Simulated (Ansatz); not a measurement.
W (simple cubic): energy against volume

The calculation used Ansatz, DFT, PBE, plane waves (420 eV) with PAW, scalar-relativistic.

The cell is scaled uniformly from the relaxed one, with fractional coordinates and shape fixed. Energies are extrapolated to zero smearing, pressures are those at the given smearing. Magnetic state: spin not included.

A Birch-Murnaghan fit gives V₀ = 18.40 Å³/atom, B₀ = 215 GPa, B₀′ = 4.0.

What are the energy above the minimum and the pressure at 16.883 Å³/atom?

97.6 meV/atom and 22.05 GPa as computed.

What are the energy above the minimum and the pressure at 19.819 Å³/atom?

64.7 meV/atom and -13.70 GPa as computed.

What are the energy above the minimum and the pressure at 20.553 Å³/atom?

140.1 meV/atom and -18.91 GPa as computed.
